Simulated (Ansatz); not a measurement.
Input and command of a calculation in Ansatz (plane waves; scalar-relativistic PAW potentials unless the input names others):

```yaml
crystal:
  lattice:
    - [-3.9364035682, 0.0, -3.9364035682]
    - [0.0, -3.9364035682, -3.9364035682]
    - [-3.9364035682, -3.9364035682, 0.0]
  atoms:
    - { symbol: Sr, position: [0.0, 0.0, 0.0] }
    - { symbol: Sr, position: [0.5, 0.5, 0.5] }
    - { symbol: Ti, position: [0.25, 0.25, 0.2567362261] }
    - { symbol: Ti, position: [0.75, 0.75, 0.7432637739] }
    - { symbol: O, position: [0.0, 0.5, 0.0] }
    - { symbol: O, position: [0.5, 0.0, 0.5] }
    - { symbol: O, position: [0.0, 0.5, 0.5] }
    - { symbol: O, position: [0.5, 0.0, 0.0] }
    - { symbol: O, position: [0.0, 0.0, 0.5] }
    - { symbol: O, position: [0.5, 0.5, 0.0] }
basis:
  ecutwfc: 420
kpoints:
  mp_grid: { grid: [6, 6, 6] }
hamiltonian:
  xc: pbe
  hubbard: { sites: [{ species: Ti, l: d, u_eff: 4.0 }], double_counting: fll }
scf:
  occupations: { method: gaussian, width: 0.05 }
output:
  forces: true
  eigenvalues: true
  stress: true
```

```bash
ansatz run input.yaml --threads 2 --pin off --max-ram 5120MiB --backend cpu --events-out ev --progress --plain --runs-dir out
```

Abridged log:
```
Sr: projections on atomic orbitals take those of the free atom [Ar 3d10] 4s2 4p6 5s2, of charge +0.00 (hamiltonian.pseudopotentials.projection_atoms); the dataset's partial waves leave at most 2.8e-6 of an orbital's norm unspanned inside its sphere
Ti: projections on atomic orbitals take those of the free atom [Ne] 3s2 3p6 3d2 4s2, of charge +0.00 (hamiltonian.pseudopotentials.projection_atoms); the dataset's partial waves leave at most 4.1e-7 of an orbital's norm unspanned inside its sphere
O: projections on atomic orbitals take those of the free atom [He] 2s2 2p4, of charge +0.00 (hamiltonian.pseudopotentials.projection_atoms); the dataset's partial waves leave at most 1.9e-8 of an orbital's norm unspanned inside its sphere
Pseudopotentials: kind: paw
Pseudopotential: Sr, paw, valence charge 10, recommended cutoff 420 eV (normal)
Pseudopotential: Ti, paw, valence charge 12, recommended cutoff 420 eV (normal)
Pseudopotential: O, paw, valence charge 6, recommended cutoff 420 eV (normal)
Functional definition: PBE
Crystal: 10 atoms, lattice volume = 121.991 Å³
Basis set: ecut = 420 eV, 2421 PW (Γ), exchange–correlation on 80×80×80 points (8 copies of the dense FFT grid, shifted against one another)
Bands: 50, of which v1, the nominal top of the filled ones, is band 40 counted from 1 (39 counted from 0)
Symmetry: 8 space group operations
Space group: Imma (ITA 74), of the structure as read, at distance tolerance 5.0e-5 Å
k-points: 46 of 216
Initial density: superposition of atomic densities (chi_scale 0.1, normalization cell, long waves of neutral atoms under a Hubbard term (reshape's long-wave potential 0.00 eV rms, cloud 2.61 Å wide))
Initial wavefunctions: pseudopotential atomic-orbital guess
Functional: x = pbe(κ = 0.804, μ = 0.21951497), c = pbe(β = 0.06672455)
SCF iter   1: F=—  HF=-15502.950621 eV  |F-HF|=—  |Δ(HF+E_count)|=         —  Δρ=6.18e-2  dr2=5.66e0  ethr=3.10e-3  ⟨swp⟩=10.1  Hψ=11655  notcnv=0
SCF iter   2: F=—  HF=-15502.030794 eV  |F-HF|=—  |Δ(HF+E_count)|=   9.20e-1  Δρ=3.47e-2  dr2=1.05e0  ethr=3.10e-3  ⟨swp⟩=3.4  Hψ=4983  notcnv=0  defer=125
SCF iter   3: F=—  HF=-15501.948692 eV  |F-HF|=—  |Δ(HF+E_count)|=   8.21e-2  Δρ=1.54e-2  dr2=3.05e-1  ethr=1.32e-3  ⟨swp⟩=2.5  Hψ=3595  notcnv=0  defer=125
SCF iter   4: F=—  HF=-15501.970219 eV  |F-HF|=—  |Δ(HF+E_count)|=   2.15e-2  Δρ=5.73e-3  dr2=2.76e-2  ethr=3.82e-4  ⟨swp⟩=2.6  Hψ=4063  notcnv=0  defer=125
SCF iter   5: F=—  HF=-15501.978560 eV  |F-HF|=—  |Δ(HF+E_count)|=   8.34e-3  Δρ=1.59e-3  dr2=2.65e-3  ethr=3.45e-5  ⟨swp⟩=2.2  Hψ=3713  notcnv=0  defer=118
SCF iter   6: F=—  HF=-15501.979571 eV  |F-HF|=—  |Δ(HF+E_count)|=   1.01e-3  Δρ=8.59e-4  dr2=7.58e-4  ethr=3.31e-6  ⟨swp⟩=2.0  Hψ=3423  notcnv=0  defer=118
SCF iter   7: F=—  HF=-15501.979497 eV  |F-HF|=—  |Δ(HF+E_count)|=   7.44e-5  Δρ=1.77e-4  dr2=3.19e-5  ethr=9.48e-7  ⟨swp⟩=2.0  Hψ=3564  notcnv=0  defer=118
SCF iter   8: F=—  HF=-15501.979541 eV  |F-HF|=—  |Δ(HF+E_count)|=   4.41e-5  Δρ=4.60e-5  dr2=2.99e-6  ethr=3.98e-8  ⟨swp⟩=2.0  Hψ=3599  notcnv=0  defer=118
SCF iter   9: F=—  HF=-15501.979544 eV  |F-HF|=—  |Δ(HF+E_count)|=   3.36e-6  Δρ=3.46e-5  dr2=1.22e-6  ethr=3.74e-9  ⟨swp⟩=2.0  Hψ=3554  notcnv=0  defer=118
SCF iter  10: F=-15501.979544 eV  HF=-15501.979544 eV  |F-HF|=1.55e-10  |Δ(HF+E_count)|=   1.76e-7  Δρ=7.98e-6  dr2=6.46e-8  ethr=1.25e-10  ⟨swp⟩=14.7  Hψ=12716  notcnv=0
SCF 1 converged in 10 iterations: F = -15501.979544 eV  dr2 = 6.46e-8
SCF converged after 10 iterations
Free energy (F): -15501.979544 eV
Harris-Foulkes:  -15501.979544 eV  (|F-HF|=1.55e-10)
Internal energy: -15501.979544 eV  (E = F + TS)
E sigma→0 (E₀):  -15501.979544 eV
Fermi energy:    11.025114 eV
--- Forces (eV/Å), atoms counted from 1 ---
  atom   1  Sr     0.00000000     0.00000000     0.00000000
  atom   2  Sr     0.00000000     0.00000000     0.00000000
  atom   3  Ti     0.83471092     0.83471092     0.00000000
  atom   4  Ti    -0.83471092    -0.83471092     0.00000000
  atom   5  O      0.00000000     0.00000000     0.00000000
  atom   6  O      0.00000000     0.00000000     0.00000000
  atom   7  O      0.00000000     0.00000000     0.00000000
  atom   8  O      0.00000000     0.00000000     0.00000000
  atom   9  O      0.00000000     0.00000000     0.00000000
  atom  10  O      0.00000000     0.00000000     0.00000000
--- Stress (GPa, compression-positive) ---
        1.595128      -0.072140       0.000000
       -0.072140       1.595128       0.000000
        0.000000       0.000000       1.365548
  P = ⅓ Tr σ = 1.5186 GPa (15.186 kbar)
Occupation matrices written to <dir>
```

Apart from outputs and empty bands, the input differs from a reference run on usual settings in hamiltonian.hubbard: not typed → {"sites": [{"species": "Ti", "l": "d", "u_eff": 4.0}], "double_counting": "fll"}. The reference, at the same geometry (not necessarily relaxed), gave pressure 0.12 GPa, largest force 1.133 eV/Å, gap on the mesh 1.77 eV. This run converged in 10 SCF iterations (reference: 6) with an energy at zero smearing 695 meV/atom above the reference's (the Hamiltonian itself differs), pressure 1.52 GPa, largest force 1.180 eV/Å, gap on the mesh 2.25 eV.

It took 7.5 s on 2 threads of Intel(R) Xeon(R) 6975P-C (Granite Rapids), on a shared host, peak memory 0.76 GiB.